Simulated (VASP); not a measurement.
# Pb (P-1) in VASP: convergence with ENAUG

Aim: find how far ENAUG must go before the results for Pb settle, at LDA. This setting moves, with any that are tied to it; all else stays.

Everything below comes from runs of VASP 6.6.1. Logs are shortened: lines on timing, memory, paths and dates and some standing lists are left out, and cuts for length are marked.

### Step 1. The cell of the first run

The typed cell holds 1 atom: a = 3.484 Å, b = 3.482 Å, c = 3.501 Å, α = 60.31°, β = 60.62°, γ = 60.37°.

The cell isn't the ideal one: cell strained at random at fixed volume.

### Step 2. With ENAUG 300

Contents of INCAR:

```
ALGO = Fast
EDIFF = 1E-7
ENAUG = 300
ENCUT = 520
GGA = CA
ISIF = 2
ISMEAR = 1
LASPH = True
LCHARG = False
LREAL = False
LWAVE = False
NELM = 60
PREC = Medium
SIGMA = 0.1
```

Contents of KPOINTS:

```
k-points
0
Gamma
  7 7 7
```

Contents of POSCAR:

```
Pb
1.0
   -0.0159760000      2.4621760000      2.4650880000
    2.4658500000     -0.0087910000      2.4579030000
    2.4808430000      2.4699840000     -0.0237840000
Pb
1
Direct
   -0.0017800000      0.0030650000      0.0007940000
```

Potentials or basis: VASP PAW LDA potentials, release 64 (Pb_d).

Command:

```console
> cat potpaw_LDA.64/Pb_d/POTCAR > POTCAR
> mpirun -np 1 vasp_std > vasp.out
```

OUTCAR:

```text
EDIFF = 1E-7
   ENCUT = 520
   GGA = CA
   ISIF = 2
   ISMEAR = 1
   LASPH = True
   LREAL = False
   NELM = 60
   PREC = Medium

 Found    172 irreducible k-points:

 Following reciprocal coordinates:
            Coordinates               Weight
  0.000000  0.000000  0.000000      1.000000
  0.142857  0.000000  0.000000      2.000000
  0.285714  0.000000 -0.000000      2.000000
  0.428571  0.000000  0.000000      2.000000
 -0.000000  0.142857  0.000000      2.000000
  0.142857  0.142857  0.000000      2.000000
   k-points           NKPTS =    172   k-points in BZ     NKDIM =    172   number of bands    NBANDS=     11
   number of dos      NEDOS =    301   number of ions     NIONS =      1
   total plane-waves  NPLWV =   8000
   dimension x,y,z NGX =    20 NGY =   20 NGZ =   20
   dimension x,y,z NGXF=    20 NGYF=   20 NGZF=   20
   ions per type =               1
   NGX,Y,Z   is equivalent  to a cutoff of   9.54,  9.55,  9.50 a.u.
   NGXF,Y,Z  is equivalent  to a cutoff of   9.54,  9.55,  9.50 a.u.
 SYSTEM =  unknown system
   PREC   = medium    normal or accurate (medium, high low for compatibility)
   ISTART =      0    job   : 0-new  1-cont  2-samecut
   ICHARG =      2    charge: 1-file 2-atom 10-const
   ISPIN  =      1    spin polarized calculation?
   LNONCOLLINEAR =      F non collinear calculations
   LSORBIT =      F    spin-orbit coupling
   LASPH  =      T    aspherical Exc in radial PAW
   ENCUT  =  520.0 eV  38.22 Ry    6.18 a.u.   6.48  6.47  6.51*2*pi/ulx,y,z
   NELM   =     60;   NELMIN=  2; NELMDL= -5     # of ELM steps
   EDIFF  = 0.1E-06   stopping-criterion for ELM
   LREAL  =      F    real-space projection
   EDIFFG = 0.1E-05   stopping-criterion for IOM
   NSW    =      0    number of steps for IOM
   IBRION =     -1    ionic relax: 0-MD 1-quasi-New 2-CG
   NFREE  =      0    steps in history (QN), initial steepest desc. (CG)
   ISIF   =      2    stress and relaxation
   ISYM   =      2    0-nonsym 1-usesym 2-fastsym
   POTIM  = 0.5000    time-step for ionic-motion
   TEBEG  =    0.0;   TEEND  =   0.0 temperature during run
   PSTRESS=    0.0 pullay stress
   NELECT =      14.0000    total number of electrons
   NUPDOWN=      -1.0000    fix difference up-down
   EMIN   =  10.00;   EMAX   =-10.00  energy-range for DOS
   EFERMI =   0.00;   METHOD = LEGACY
   ISMEAR =     1;   SIGMA  =   0.10  broadening in eV -4-tet -1-fermi 0-gaus
   EFERMI_NEDOS =   21; number of points for ismear=-14 and -15
   IALGO  =     68    algorithm
   IMIX   =      4    mixing-type and parameters
     AMIX     =   0.40;   BMIX     =  1.00
     AMIX_MAG =   1.60;   BMIX_MAG =  1.00
  volume/ion in A,a.u.               =      30.32       204.63
  Fermi-wavevector in a.u.,A,eV,Ry     =   1.265306  2.391081 21.782907  1.600999
  Thomas-Fermi vector in A             =   2.398566
   LORBIT       =      0    0 simple, 1 ext, 2 COOP (PROOUT), +10 PAW based schemes
   GGA     = CA    functional components
   LHFCALC =     F    Hartree Fock is set to
   AEXX    =    0.0000 exact exchange contribution
   IVDW    =     0    specifies the selected vdW correction
   LEPSILON=     F    determine dielectric tensor
   LRPA    =     F    only Hartree local field effects (RPA)
 non-spin polarized calculation
 RMM-DIIS sequential band-by-band and
 Methfessel and Paxton  Order N= 1 SIGMA  =   0.10
  energy-cutoff  :      520.00
  volume of cell :       30.32
 maximum number of plane-waves:       863
   NGX = 13   NGY = 13   NGZ = 13

 number of electron      14.0000452 magnetization

 Free energy of the ion-electron system (eV)
  ---------------------------------------------------
  ext. energy  EPLUGINS =         0.00000000
  ---------------------------------------------------
  free energy    TOTEN  =        -4.25579560 eV

  energy without entropy =       -4.25565395  energy(sigma->0) =       -4.25574838

 E-fermi :   6.8641     XC(G=0): -10.4536

 val. band max:        6.8378206975   @ k =   0.2857   0.2857   0.2857
 cond. band min:       7.1972261384   @ k =  -0.4286  -0.0000   0.4286
 fundamental gap:      0.3594054409
 Fermi energy:         6.8640758151

 k-point     1 :       0.0000    0.0000    0.0000
  band No.  band energies     occupation
      1      -9.9981      2.00000
      2      -9.9899      2.00000
      3      -9.9829      2.00000
      4      -9.8493      2.00000
      5      -9.8435      2.00000
      6      -4.7555      2.00000
      7      14.1999      0.00000
      8      14.3512      0.00000
      9      14.5158      0.00000
     10      16.8467      0.00000
     11      18.4415      0.00000

 k-point     2 :       0.1429    0.0000    0.0000
  band No.  band energies     occupation
      1      -9.9937      2.00000
      2      -9.9716      2.00000
      3      -9.9587      2.00000
      4      -9.8464      2.00000
      5      -9.8413      2.00000
      6      -4.3646      2.00000
      7      10.9961      0.00000
      8      13.8474      0.00000
      9      14.0470      0.00000
     10      16.3601      0.00000
     11      19.6967      0.00000

 k-point     3 :       0.2857    0.0000   -0.0000
  band No.  band energies     occupation
      1     -10.0037      2.00000
      2      -9.9632      2.00000
      3      -9.9502      2.00000
      4      -9.7933      2.00000
      5      -9.7892      2.00000
      6      -3.2085      2.00000
      7       6.7067      2.04859
      8      13.1175      0.00000
      9      13.2180      0.00000
     10      16.0588      0.00000
     11      18.1560      0.00000

 k-point     4 :       0.4286    0.0000    0.0000
  band No.  band energies     occupation
      1     -10.0183      2.00000
      2      -9.9809      2.00000
      3      -9.9683      2.00000
      4      -9.7282      2.00000
      5      -9.7168      2.00000
      6      -1.5792      2.00000
      7       3.4262      2.00000
      8      12.6143      0.00000
      9      12.6565      0.00000
     10      16.1826      0.00000
     11      16.8922      0.00000

 k-point     5 :      -0.0000    0.1429    0.0000
  band No.  band energies     occupation
      1      -9.9897      2.00000
      2      -9.9743      2.00000
      3      -9.9574      2.00000
      4      -9.8469      2.00000
      5      -9.8425      2.00000
      6      -4.3610      2.00000
      7      11.0835      0.00000
      8      13.7894      0.00000
      9      14.0045      0.00000
     10      16.3203      0.00000
     11      19.7045      0.00000

 k-point     6 :       0.1429    0.1429    0.0000
  band No.  band energies     occupation
      1     -10.0209      2.00000
      2      -9.9354      2.00000
      3      -9.9336      2.00000
      4      -9.8799      2.00000
      5      -9.8235      2.00000
      6      -4.2314      2.00000
      7      11.9658      0.00000
      8      12.6527      0.00000
      9      12.6807      0.00000
     10      15.6524      0.00000
     11      17.5870      0.00000

 [... further k-points ...]

------------------------ aborting loop because EDIFF is reached ----------------------------------------

  FORCE on cell =-STRESS in cart. coord.  units (eV):
  Direction    XX          YY          ZZ          XY          YZ          ZX
  --------------------------------------------------------------------------------------
  -------------------------------------------------------------------------------------
  Total       -0.2659954     -0.3118343     -0.2907032     -0.0170842      0.0198733      0.0511707
  in kB      -14.0546000    -16.4766292    -15.3601101     -0.9026897      1.0500615      2.7037456
  external PRESSURE =     -15.2971131 kB  Pullay stress =       0.0000000 kB

 VOLUME and BASIS-vectors are now :
 -----------------------------------------------------------------------------
  energy-cutoff  :      520.00
  volume of cell :       30.32
      direct lattice vectors                 reciprocal lattice vectors
    -0.015976000  2.462176000  2.465088000    -0.200206320  0.203027559  0.201579790
     2.465850000 -0.008791000  2.457903000     0.202729731 -0.201668740  0.202744381
     2.480843000  2.469984000 -0.023784000     0.200294979  0.201757399 -0.200220971

 POSITION                                       TOTAL-FORCE (eV/Angst)
 -----------------------------------------------------------------------------------
     -0.00642      2.45973      2.46821         0.000000      0.000000      0.000000
 -----------------------------------------------------------------------------------
    total drift:                                0.001021     -0.000263      0.000209

  FREE ENERGIE OF THE ION-ELECTRON SYSTEM (eV)
  ---------------------------------------------------
  free  energy   TOTEN  =        -4.2557955999 eV

  energy  without entropy=       -4.2556539472  energy(sigma->0) =       -4.25574838
```

OSZICAR:

```text
N       E                     dE             d eps       ncg     rms          rms(c)
DAV:   1     0.102718327698E+03    0.10272E+03   -0.73802E+03  3810   0.147E+03
DAV:   2     0.355997569186E+00   -0.10236E+03   -0.10030E+03  3880   0.328E+02
DAV:   3    -0.416004069847E+01   -0.45160E+01   -0.44928E+01  4438   0.805E+01
DAV:   4    -0.426542274797E+01   -0.10538E+00   -0.10535E+00  4549   0.135E+01
DAV:   5    -0.427004829580E+01   -0.46255E-02   -0.46254E-02  4819   0.256E+00    0.533E-01
RMM:   6    -0.425881749048E+01    0.11231E-01   -0.13799E-02  4320   0.197E+00    0.260E-01
RMM:   7    -0.425583488573E+01    0.29826E-02   -0.83705E-03  4291   0.117E+00    0.783E-02
RMM:   8    -0.425572886171E+01    0.10602E-03   -0.16383E-03  5242   0.762E-01    0.140E-02
RMM:   9    -0.425578489512E+01   -0.56033E-04   -0.61354E-04  5268   0.272E-01    0.142E-02
RMM:  10    -0.425579018350E+01   -0.52884E-05   -0.16801E-04  4601   0.269E-01    0.915E-03
RMM:  11    -0.425579327727E+01   -0.30938E-05   -0.80894E-05  5400   0.119E-01    0.252E-03
RMM:  12    -0.425579541189E+01   -0.21346E-05   -0.21810E-05  5254   0.576E-02    0.214E-03
RMM:  13    -0.425579575592E+01   -0.34403E-06   -0.36681E-06  4996   0.220E-02    0.236E-03
RMM:  14    -0.425579559233E+01    0.16359E-06   -0.70015E-07  4041   0.151E-02    0.513E-04
RMM:  15    -0.425579559988E+01   -0.75488E-08   -0.22328E-07  2485   0.629E-03
   1 F= -.42557956E+01 E0= -.42557484E+01  d E =-.141653E-03
```

stdout:

```text
POSCAR found type information on POSCAR Pb
 POSCAR found :  1 types and       1 ions
 scaLAPACK will be used
 LDA part: xc-table for (Slater(with rela. corr.)+CA(PZ))
 , standard interpolation
 POSCAR, INCAR and KPOINTS ok, starting setup
 FFT: planning ... GRIDC
 FFT: planning ... GRID_SOFT
 FFT: planning ... GRID
 WAVECAR not read
 entering main loop
```

It took 20 s on 1 thread of Intel Xeon Platinum 8488C (Sapphire Rapids), shared host; peak memory 0.15 GiB.

Results:

```
Free energy            : -4.2558 eV
Pressure               : -1.5 GPa
Band gap on the k mesh : none (metal or under the smearing width)
```

### Step 3. With ENAUG 400

Changes to INCAR since step 2:

```diff
@@ -2,3 +2,3 @@
 EDIFF = 1E-7
-ENAUG = 300
+ENAUG = 400
 ENCUT = 520
```

KPOINTS is that of step 2.

POSCAR is that of step 2.

Potentials or basis: VASP PAW LDA potentials, release 64 (Pb_d).

Command:

```console
> cat potpaw_LDA.64/Pb_d/POTCAR > POTCAR
> mpirun -np 1 vasp_std > vasp.out
```

Run time: 20 s. Hardware: 1 thread of Intel Xeon Platinum 8488C (Sapphire Rapids), shared host; peak memory 0.15 GiB.

Results:

```yaml
Free_energy: -4.2553 eV
Pressure: -1.5 GPa
Band_gap_on_the_k_mesh: none (metal or under the smearing width)
```

### Step 4. With ENAUG 500

Changes to INCAR since step 3:

```diff
@@ -2,3 +2,3 @@
 EDIFF = 1E-7
-ENAUG = 400
+ENAUG = 500
 ENCUT = 520
```

KPOINTS is that of step 3.

POSCAR is that of step 3.

Command:

```console
> cat potpaw_LDA.64/Pb_d/POTCAR > POTCAR
> mpirun -np 1 vasp_std > vasp.out
```

It took 21 s on 1 thread of Intel Xeon Platinum 8488C (Sapphire Rapids), shared host; peak memory 0.15 GiB.

Results:

- Free energy: -4.2555 eV
- Pressure: -1.5 GPa
- Band gap on the k mesh: none (metal or under the smearing width)

### Step 5. With ENAUG 700

Changes to INCAR since step 4:

```diff
@@ -2,3 +2,3 @@
 EDIFF = 1E-7
-ENAUG = 500
+ENAUG = 700
 ENCUT = 520
```

KPOINTS is that of step 4.

POSCAR is that of step 4.

Command:

```console
> cat potpaw_LDA.64/Pb_d/POTCAR > POTCAR
> mpirun -np 1 vasp_std > vasp.out
```

Run time: 21 s. Hardware: 1 thread of Intel Xeon Platinum 8488C (Sapphire Rapids), shared host; peak memory 0.16 GiB.

Results:

```yaml
Free_energy: -4.2554 eV
Pressure: -1.5 GPa
Band_gap_on_the_k_mesh: none (metal or under the smearing width)
```

### Step 6. With ENAUG 900

Changes to INCAR since step 5:

```diff
@@ -2,3 +2,3 @@
 EDIFF = 1E-7
-ENAUG = 700
+ENAUG = 900
 ENCUT = 520
```

KPOINTS is that of step 5.

POSCAR is that of step 5.

Potentials or basis: VASP PAW LDA potentials, release 64 (Pb_d).

Command:

```console
> cat potpaw_LDA.64/Pb_d/POTCAR > POTCAR
> mpirun -np 1 vasp_std > vasp.out
```

It took 20 s on 1 thread of Intel Xeon Platinum 8488C (Sapphire Rapids), shared host; peak memory 0.16 GiB.

What came out:

```
Free energy            : -4.2555 eV
Pressure               : -1.5 GPa
Band gap on the k mesh : none (metal or under the smearing width)
```

### Step 7. With ENAUG 1200

Changes to INCAR since step 6:

```diff
@@ -2,3 +2,3 @@
 EDIFF = 1E-7
-ENAUG = 900
+ENAUG = 1200
 ENCUT = 520
```

KPOINTS is that of step 6.

POSCAR is that of step 6.

Command:

```console
> cat potpaw_LDA.64/Pb_d/POTCAR > POTCAR
> mpirun -np 1 vasp_std > vasp.out
```

Run time: 20 s. Hardware: 1 thread of Intel Xeon Platinum 8488C (Sapphire Rapids), shared host; peak memory 0.15 GiB.

What came out:

| Property | Result |
| --- | --- |
| Free energy | -4.2555 eV |
| Pressure | -1.5 GPa |
| Band gap on the k mesh | none (metal or under the smearing width) |

### Step 8. With ENAUG 1600

Changes to INCAR since step 7:

```diff
@@ -2,3 +2,3 @@
 EDIFF = 1E-7
-ENAUG = 1200
+ENAUG = 1600
 ENCUT = 520
```

KPOINTS is that of step 7.

POSCAR is that of step 7.

Command:

```console
> cat potpaw_LDA.64/Pb_d/POTCAR > POTCAR
> mpirun -np 1 vasp_std > vasp.out
```

It took 20 s on 1 thread of Intel Xeon Platinum 8488C (Sapphire Rapids), shared host; peak memory 0.16 GiB.

Results (log left out):

| Item | Value |
| --- | --- |
| Free energy | -4.2555 eV |
| Pressure | -1.5 GPa |
| Band gap on the k mesh | none (metal or under the smearing width) |

### Step 9. The series at a glance

| ENAUG | energy less the tightest run, at zero smearing (meV/atom) | pressure (GPa) | SCF cycles | CPU time (s) | peak memory (GiB) |
| --- | --- | --- | --- | --- | --- |
| 300 | -0.31 | -1.53 | 15 | 19 | 0.15 |
| 400 | 0.16 | -1.49 | 15 | 19 | 0.15 |
| 500 | -0.01 | -1.50 | 15 | 21 | 0.15 |
| 700 | 0.05 | -1.51 | 15 | 20 | 0.16 |
| 900 | 0.03 | -1.50 | 15 | 20 | 0.16 |
| 1200 | 0.00 | -1.50 | 15 | 20 | 0.15 |
| 1600 | 0.00 | -1.50 | 15 | 20 | 0.16 |

Against the tightest run, the energy stays within 1 meV/atom from 300 on; the pressure stays within 0.1 GPa from 300 on. The tightest run that finished is the yardstick and may itself not be fully converged.
